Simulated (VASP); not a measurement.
# BN (F-43m) in VASP: notebook

One crystal, BN, is run at these levels: HSEsol, HSE06; tasks: relaxation of cell and atoms, single point.

Program: VASP 6.6.1. These are calculated values, not measurements. Logs are shortened: lines on timing, memory, paths and dates and some standing lists are left out, and cuts for length are marked.

## (1) Starting point

It takes space group F-43m (No. 216, cubic). The conventional cell has a = 3.626 Å, b = 3.626 Å, c = 3.626 Å, α = 90.00°, β = 90.00°, γ = 90.00°. Around N (site symmetry -43m) lie 4 B at 1.57 Å. B (site symmetry -43m) has 4 N at 1.57 Å as nearest neighbours.

The cell is a database's computed one.

## (2) Relaxation of cell and atoms, HSEsol

Input file POSCAR:

```
BN
1.0
    0.0000000000      1.8130010000      1.8130010000
    1.8130010000      0.0000000000      1.8130010000
    1.8130010000      1.8130010000      0.0000000000
N B
1 1
Direct
    0.2500000000      0.2500000000      0.2500000000
    0.0000000000      0.0000000000      0.0000000000
```

Input file INCAR.step1:

```
PREC = Accurate
ENCUT = 600
EDIFF = 1E-5
ISMEAR = -1
SIGMA = 0.05
LREAL = F
LASPH = T
NELM = 80
ALGO = Normal
LWAVE = T
LCHARG = F
GGA = PE
```

Input file INCAR.step2:

```
PREC = Accurate
ENCUT = 600
EDIFF = 1E-7
ISMEAR = -1
SIGMA = 0.05
LREAL = F
LASPH = T
NELM = 80
ALGO = Normal
ISIF = 3
LWAVE = F
LCHARG = F
GGA = PS
LHFCALC = T
HFSCREEN = 0.2
PRECFOCK = Fast
IBRION = 2
NSW = 40
EDIFFG = -0.01
ISTART = 1
```

Input file KPOINTS:

```
regular mesh
0
Gamma
  7 7 7
```

Potentials or basis: VASP PAW PBE potentials, release 64 (N, B).

Launch:

```bash
$ cat potpaw_PBE.64/N/POTCAR potpaw_PBE.64/B/POTCAR > POTCAR
$ cp INCAR.step1 INCAR
$ mpirun -np 1 vasp_std > vasp.out
$ cp INCAR.step2 INCAR
$ mpirun -np 1 vasp_std > vasp.out
```

OUTCAR:

```text
PREC = Accurate
   ENCUT = 600
   EDIFF = 1E-7
   ISMEAR = -1
   LREAL = F
   LASPH = T
   NELM = 80
   ISIF = 3
   GGA = PS
   LHFCALC = T
   HFSCREEN = 0.2
   PRECFOCK = Fast
   IBRION = 2
   NSW = 40
   EDIFFG = -0.01
   ISTART = 1

 ion  position               nearest neighbor table
   1  0.250  0.250  0.250-   2 1.57   2 1.57   2 1.57   2 1.57
   2  0.000  0.000  0.000-   1 1.57   1 1.57   1 1.57   1 1.57

  LATTYP: Found a face centered cubic cell.
 ALAT       =     3.6260020000

  Lattice vectors:

 A1 = (   0.0000000000,   1.8130010000,   1.8130010000)
 A2 = (   1.8130010000,   0.0000000000,   1.8130010000)
 A3 = (   1.8130010000,   1.8130010000,   0.0000000000)

Analysis of symmetry for initial positions (statically):
=====================================================================
 Subroutine PRICEL returns:
 Original cell was already a primitive cell.

 Routine SETGRP: Setting up the symmetry group for a
 face centered cubic supercell.

 Subroutine GETGRP returns: Found 24 space group operations
 (whereof 24 operations were pure point group operations)
 out of a pool of 48 trial point group operations.

The static configuration has the point symmetry T_d .

Analysis of symmetry for dynamics (positions and initial velocities):
=====================================================================
 Subroutine PRICEL returns:
 Original cell was already a primitive cell.

 Routine SETGRP: Setting up the symmetry group for a
 face centered cubic supercell.

 Subroutine GETGRP returns: Found 24 space group operations
 (whereof 24 operations were pure point group operations)
 out of a pool of 48 trial point group operations.

The dynamic configuration has the point symmetry T_d .

 Subroutine INISYM returns: Found 24 space group operations
 (whereof 24 operations are pure point group operations),
 and found     1 'primitive' translations

----------------------------------------------------------------------------------------

                                     Primitive cell

  volume of cell :      11.9186

  direct lattice vectors                    reciprocal lattice vectors
     0.000000000  1.813001000  1.813001000    -0.275785838  0.275785838  0.275785838
     1.813001000  0.000000000  1.813001000     0.275785838 -0.275785838  0.275785838
     1.813001000  1.813001000  0.000000000     0.275785838  0.275785838 -0.275785838

  length of vectors
     2.563970603  2.563970603  2.563970603     0.477675083  0.477675083  0.477675083

  position of ions in fractional coordinates (direct lattice)
     0.250000000  0.250000000  0.250000000
     0.000000000  0.000000000  0.000000000

  ion indices of the primitive-cell ions
   primitive index   ion index
                 1           1
                 2           2

----------------------------------------------------------------------------------------

 KPOINTS: regular mesh

Automatic generation of k-mesh.
 Grid dimensions read from file:
 generate k-points for:    7    7    7

 Generating k-lattice:

  Cartesian coordinates                     Fractional coordinates (reciprocal lattice)
    -0.039397977  0.039397977  0.039397977     0.142857143  0.000000000  0.000000000
     0.039397977 -0.039397977  0.039397977     0.000000000  0.142857143  0.000000000
     0.039397977  0.039397977 -0.039397977     0.000000000  0.000000000  0.142857143

  Length of vectors
     0.068239298  0.068239298  0.068239298

  Shift w.r.t. Gamma in fractional coordinates (k-lattice)
     0.000000000  0.000000000  0.000000000

 Subroutine IBZKPT returns following result:
 ===========================================

 Found     20 irreducible k-points:

 Following reciprocal coordinates:
            Coordinates               Weight
  0.000000  0.000000  0.000000      1.000000
  0.142857  0.000000  0.000000      8.000000
  0.285714  0.000000  0.000000      8.000000
  0.428571  0.000000  0.000000      8.000000
  0.142857  0.142857  0.000000      6.000000
  0.285714  0.142857  0.000000     24.000000
[... 12 lines left out ...]
 -0.428571  0.428571  0.142857     24.000000
 -0.285714  0.428571  0.142857     24.000000
   k-points           NKPTS =     20   k-points in BZ     NKDIM =    343   number of bands    NBANDS=      8
   number of dos      NEDOS =    301   number of ions     NIONS =      2
   total plane-waves  NPLWV =   8000
   dimension x,y,z NGX =    20 NGY =   20 NGZ =   20
   dimension x,y,z NGXF=    40 NGYF=   40 NGZF=   40
   ions per type =               1   1
   NGX,Y,Z   is equivalent  to a cutoff of  12.97, 12.97, 12.97 a.u.
   NGXF,Y,Z  is equivalent  to a cutoff of  25.94, 25.94, 25.94 a.u.
 SYSTEM =  unknown system
   PREC   = accura    normal or accurate (medium, high low for compatibility)
   ISTART =      1    job   : 0-new  1-cont  2-samecut
   ICHARG =      0    charge: 1-file 2-atom 10-const
   ISPIN  =      1    spin polarized calculation?
   LNONCOLLINEAR =      F non collinear calculations
   LSORBIT =      F    spin-orbit coupling
   LASPH  =      T    aspherical Exc in radial PAW
   ENCUT  =  600.0 eV  44.10 Ry    6.64 a.u.   5.12  5.12  5.12*2*pi/ulx,y,z
   NELM   =     80;   NELMIN=  2; NELMDL=  0     # of ELM steps
   EDIFF  = 0.1E-06   stopping-criterion for ELM
   LREAL  =      F    real-space projection
   EDIFFG = -.1E-01   stopping-criterion for IOM
   NSW    =     40    number of steps for IOM
   IBRION =      2    ionic relax: 0-MD 1-quasi-New 2-CG
   NFREE  =      1    steps in history (QN), initial steepest desc. (CG)
   ISIF   =      3    stress and relaxation
   ISYM   =      3    0-nonsym 1-usesym 2-fastsym
   POTIM  = 0.5000    time-step for ionic-motion
   TEBEG  =    0.0;   TEEND  =   0.0 temperature during run
   PSTRESS=    0.0 pullay stress
   NELECT =       8.0000    total number of electrons
   NUPDOWN=      -1.0000    fix difference up-down
   EMIN   =  10.00;   EMAX   =-10.00  energy-range for DOS
   EFERMI =   0.00;   METHOD = LEGACY
   ISMEAR =    -1;   SIGMA  =   0.05  broadening in eV -4-tet -1-fermi 0-gaus
   EFERMI_NEDOS =   21; number of points for ismear=-14 and -15
   IALGO  =     38    algorithm
   IMIX   =      1    mixing-type and parameters
     AMIX     =   0.40;   BMIX     =  1.00
     AMIX_MAG =   1.60;   BMIX_MAG =  1.00
  volume/ion in A,a.u.               =       5.96        40.22
  Fermi-wavevector in a.u.,A,eV,Ry     =   1.433387  2.708709 27.954506  2.054598
  Thomas-Fermi vector in A             =   2.552911
   LORBIT       =      0    0 simple, 1 ext, 2 COOP (PROOUT), +10 PAW based schemes
   GGA     = PS    functional components
   LHFCALC =     T    Hartree Fock is set to
   PRECFOCK=fast      Normal, Fast or Accurate (Low or Medium for compatibility)
   ENCUT4O =  -1.0   cutoff for four orbital integrals eV
   NKREDX  =     1    reduce k-point grid by
   NKREDY  =     1    reduce k-point grid by
   NKREDZ  =     1    reduce k-point grid by
   AEXX    =    0.2500 exact exchange contribution
   HFSCREEN=    0.2000 screening length (either q_TF or 0.3 A-1)
   HFSCREENC=   0.2000 screening length for correlation (either q_TF or 0.3 A-1)
   ENCUTFOCK=  -1.0 apply spherical cutoff to Coloumb kernel
   IVDW    =     0    specifies the selected vdW correction
   LEPSILON=     F    determine dielectric tensor
   LRPA    =     F    only Hartree local field effects (RPA)
 conjugate gradient relaxation of ions
 non-spin polarized calculation
  energy-cutoff  :      600.00
  volume of cell :       11.92
 maximum number of plane-waves:       411
  NGX = 12; NGY = 12; NGZ = 12

--------------------------------------- Ionic step        1  -------------------------------------------

 number of electron       7.9999999 magnetization

 Free energy of the ion-electron system (eV)
  ---------------------------------------------------
  ext. energy  EPLUGINS =         0.00000000
  ---------------------------------------------------
  free energy    TOTEN  =       -20.98615033 eV

  energy without entropy =      -20.98615033  energy(sigma->0) =      -20.98615033

------------------------ aborting loop because EDIFF is reached ----------------------------------------

  FORCE on cell =-STRESS in cart. coord.  units (eV):
  Direction    XX          YY          ZZ          XY          YZ          ZX
  --------------------------------------------------------------------------------------
  -------------------------------------------------------------------------------------
  Total       -0.9597944     -0.9597944     -0.9597944     -0.0000000     -0.0000000     -0.0000000
  in kB     -129.0222716   -129.0222716   -129.0222716     -0.0000000     -0.0000000     -0.0000000
  external PRESSURE =    -129.0222716 kB  Pullay stress =       0.0000000 kB

 VOLUME and BASIS-vectors are now :
 -----------------------------------------------------------------------------
  energy-cutoff  :      600.00
  volume of cell :       11.92
      direct lattice vectors                 reciprocal lattice vectors
     0.000000000  1.813001000  1.813001000    -0.275785838  0.275785838  0.275785838
     1.813001000  0.000000000  1.813001000     0.275785838 -0.275785838  0.275785838
     1.813001000  1.813001000  0.000000000     0.275785838  0.275785838 -0.275785838
[... 37 lines left out ...]
 POSITION                                       TOTAL-FORCE (eV/Angst)
 -----------------------------------------------------------------------------------
      0.88551      0.88551      0.88551        -0.000000     -0.000000     -0.000000
     -0.00000      1.77103      1.77103         0.000000      0.000000      0.000000
 -----------------------------------------------------------------------------------
    total drift:                                0.000001     -0.000001      0.000000

  FREE ENERGIE OF THE ION-ELECTRON SYSTEM (eV)
  ---------------------------------------------------
  free  energy   TOTEN  =       -20.9812125067 eV

  energy  without entropy=      -20.9812125066  energy(sigma->0) =      -20.98121251

--------------------------------------- Ionic step        3  -------------------------------------------

 number of electron       7.9999998 magnetization

 Free energy of the ion-electron system (eV)
  ---------------------------------------------------
  ext. energy  EPLUGINS =         0.00000000
  ---------------------------------------------------
  free energy    TOTEN  =       -21.00217964 eV

  energy without entropy =      -21.00217964  energy(sigma->0) =      -21.00217964

 E-fermi :   7.7697     XC(G=0): -10.6739

 val. band max:        6.7871569742   @ k =   0.0000   0.0000   0.0000
 cond. band min:      12.7974524919   @ k =   0.4286   0.4286   0.0000
 fundamental gap:      6.0102955177
 Fermi energy:         7.7696553218

 k-point     1 :       0.0000    0.0000    0.0000
  band No.  band energies     occupation
      1     -15.6003      2.00000
      2       6.7872      2.00000
      3       6.7872      2.00000
      4       6.7872      2.00000
      5      17.4406      0.00000
      6      17.4406      0.00000
      7      17.4406      0.00000
      8      19.3189      0.00000

 k-point     2 :       0.1429    0.0000    0.0000
  band No.  band energies     occupation
      1     -15.0563      2.00000
      2       4.2021      2.00000
      3       6.2597      2.00000
      4       6.2597      2.00000
      5      17.9307      0.00000
      6      18.2297      0.00000
      7      18.2297      0.00000
      8      20.9072      0.00000
[... 218 lines left out ...]
 POSITION                                       TOTAL-FORCE (eV/Angst)
 -----------------------------------------------------------------------------------
      0.89663      0.89663      0.89663         0.000000      0.000000      0.000000
      0.00000      0.00000      0.00000        -0.000000     -0.000000     -0.000000
 -----------------------------------------------------------------------------------
    total drift:                                0.000001     -0.000001      0.000000

  FREE ENERGIE OF THE ION-ELECTRON SYSTEM (eV)
  ---------------------------------------------------
  free  energy   TOTEN  =       -21.0021796403 eV

  energy  without entropy=      -21.0021796403  energy(sigma->0) =      -21.00217964

 reached required accuracy - stopping structural energy minimisation
```

Wall time 6.6 min (1 thread of Intel Xeon Platinum 8259CL at 2.50GHz (Skylake/Cascade Lake), shared host); peak memory 0.22 GiB.

Results:

- Free energy: -21.0022 eV
- Relaxed volume: 5.77 Å³/atom
- Relaxed cell: a = 2.536 Å, b = 2.536 Å, c = 2.536 Å, α = 60.00°, β = 60.00°, γ = 60.00°
- Space group after relaxing (to 0.05 Å): F-43m (No. 216)
- Energy gained by relaxing: 8.0 meV/atom
- Ionic steps: 3
- Pressure after relaxing: -0.1 GPa
- Band gap on the k mesh: 6.01 eV, indirect (least direct gap 10.65 eV)

The path:
```csv
step,energy change (eV),largest force (eV/Å),pressure (GPa),volume (Å³)
1,0.0000,0.0000,-12.90,11.92
2,0.0049,0.0000,16.43,11.11
3,-0.0160,0.0000,-0.10,11.53
```

Final structure:
```cif
data_structure
_symmetry_space_group_name_H-M 'P 1'
_symmetry_Int_Tables_number 1
_cell_length_a 2.5360
_cell_length_b 2.5360
_cell_length_c 2.5360
_cell_angle_alpha 60.000
_cell_angle_beta 60.000
_cell_angle_gamma 60.000
_cell_volume 11.53
loop_
_atom_site_label
_atom_site_type_symbol
_atom_site_fract_x
_atom_site_fract_y
_atom_site_fract_z
_atom_site_occupancy
N1 N 0.25000 0.25000 0.25000 1
B1 B 0.00000 0.00000 0.00000 1
```

Caveat: the k mesh is coarse (spacing up to 0.43 Å⁻¹), so the values aren't converged, least of all with exact exchange; the PAW data sets were made with another functional, which shifts forces and pressure a little; an odd mesh through Γ misses points on the zone boundary, where band edges often lie.

## (3) Single point, HSE06

POSCAR is that of step 2.

Input file INCAR.step1:

```
SYSTEM = BN
ALGO = Normal ; EDIFF = 1E-5
ENCUT = 600 ; GGA = PE
ISIF = 2 ; ISMEAR = 0
LASPH = .True. ; LREAL = .False.
LWAVE = .True. ; NBANDS = 12
NELM = 100 ; NKRED = 1
PREC = Accurate ; SIGMA = 0.01
```

Input file INCAR.step2:

```
SYSTEM = BN
ALGO = Normal ; EDIFF = 1E-6
ENCUT = 600 ; GGA = PE
HFSCREEN = 0.2 ; ISIF = 2
ISMEAR = 0 ; ISTART = 1
LASPH = .True. ; LCHARG = .False.
LHFCALC = .True. ; LREAL = .False.
LWAVE = .False. ; NBANDS = 12
NELM = 100 ; NKRED = 1
PREC = Accurate ; PRECFOCK = Fast
SIGMA = 0.01
```

Input file KPOINTS:

```
k-points
0
Gamma
  7 7 7
  0 0 0
```

Potentials or basis: VASP PAW PBE potentials, release 64 (N, B).

Launch:

```bash
$ cat potpaw_PBE.64/N/POTCAR potpaw_PBE.64/B/POTCAR > POTCAR
$ cp INCAR.step1 INCAR
$ mpirun -np 1 vasp_std > vasp.out
$ cp INCAR.step2 INCAR
$ mpirun -np 1 vasp_std > vasp.out
```

Wall time 85 s (1 thread of Intel Xeon Platinum 8559C (Emerald Rapids), shared host); peak memory 0.22 GiB.

These settings aren't checked as converged: the numbers below hold their error.

What came out:

- Free energy: -20.3579 eV
- Pressure: -9.2 GPa
- Band gap on the k mesh: 6.06 eV, indirect (least direct gap 10.53 eV)

Caveat: the k mesh is coarse (spacing up to 0.43 Å⁻¹), so the values aren't converged, least of all with exact exchange; the PAW data sets were made with another functional, which shifts forces and pressure a little; an odd mesh through Γ misses points on the zone boundary, where band edges often lie.
